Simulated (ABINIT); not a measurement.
Input of an ABINIT 10.8.3 (patched build) run:

The input run.abi:

```
ndtset 2

pp_dirpath "./"
pseudos "In_ONCV_PBE-1.2.upf, As_ONCV_PBE-1.2.upf"

acell 3*1.0 Angstrom
rprim
     0.0000000000     3.0180000000     3.0180000000
     3.0180000000     0.0000000000     3.0180000000
     3.0180000000     3.0180000000     0.0000000000
ntypat 2
znucl 49 33
natom 2
typat 1 2
xred
     0.0000000000     0.0000000000     0.0000000000
     0.7500000000     0.7500000000     0.7500000000

ecut 42.0

ixc 11

occopt 3
tsmear 0.05 eV

nstep 100

iomode 3
prtwf 0
prteig 0
prtebands 0
prtden1 1

kptopt1 1
ngkpt1 8 8 8
nshiftk1 1
shiftk1 0.0 0.0 0.0
nband1 13
tolvrs1 1.0e-10

iscf2 -2
getden2 1
nband2 17
nbdbuf2 2
tolwfr2 1.0e-12
kptopt2 -9
ndivsm2 8
prteig2 1
prtvol2 -3
kptbounds2
     0.0000000000     0.0000000000     0.0000000000
     0.5000000000     0.0000000000     0.5000000000
     0.5000000000     0.2500000000     0.7500000000
     0.3750000000     0.3750000000     0.7500000000
     0.0000000000     0.0000000000     0.0000000000
     0.5000000000     0.5000000000     0.5000000000
     0.6250000000     0.2500000000     0.6250000000
     0.5000000000     0.2500000000     0.7500000000
     0.5000000000     0.5000000000     0.5000000000
     0.3750000000     0.3750000000     0.7500000000
```

Potentials or basis: SG15 NC PBE v1.2.

Launch:

```console
$ abinit run.abi > log 2>&1
```

Problem. Estimate the band gap on the k mesh.

Solution. None (metal or under the smearing width).

Problem. What does it give for the pressure?

Solution. 4.5 GPa.

Levels at the corners of the path, in eV from the Fermi level:
| point | band 6 | band 7 | band 8 | band 9 | band 10 | band 11 | band 12 | band 13 |
| --- | --- | --- | --- | --- | --- | --- | --- | --- |
| Γ | -11.93 | -0.22 | -0.05 | -0.05 | -0.05 | 3.87 | 3.87 | 3.87 |
| X | -9.91 | -5.90 | -2.38 | -2.38 | 1.49 | 2.01 | 9.18 | 9.27 |
| W | -9.86 | -5.76 | -3.02 | -2.93 | 4.19 | 4.25 | 4.98 | 6.05 |
| K | -9.93 | -5.77 | -3.34 | -2.01 | 2.06 | 4.24 | 7.29 | 7.40 |
| Γ | -11.93 | -0.22 | -0.05 | -0.05 | -0.05 | 3.87 | 3.87 | 3.87 |
| L | -10.46 | -5.83 | -1.04 | -1.04 | 0.91 | 4.64 | 4.64 | 6.84 |
| U | -9.93 | -5.77 | -3.34 | -2.01 | 2.06 | 4.24 | 7.29 | 7.40 |
| W | -9.86 | -5.76 | -3.02 | -2.93 | 4.19 | 4.25 | 4.98 | 6.05 |
| L | -10.46 | -5.83 | -1.04 | -1.04 | 0.91 | 4.64 | 4.64 | 6.84 |
| K | -9.93 | -5.77 | -3.34 | -2.01 | 2.06 | 4.24 | 7.29 | 7.40 |

Caveat: spin-orbit coupling is left out, which moves the levels of the heavy elements; this crystal is a semiconductor, whose small gap the functional closes, so the metal is an error of the method.

**The experiment to reproduce.**

A printed reference work, data compilation reports, for a bulk crystal of InAs at 4.2 K: band gap 0.418 eV (direct).

Measured gap of InAs: 0.418 eV (direct; 4.2 K; a printed reference work, data compilation). This calculation gives 0.00 eV (-0.42 eV). Spin-orbit coupling on As, In is left out. The value is that of PBE on a finite k mesh, which can miss the band edges, without temperature or zero-point motion. Semilocal functionals fall short of measured gaps as a rule.
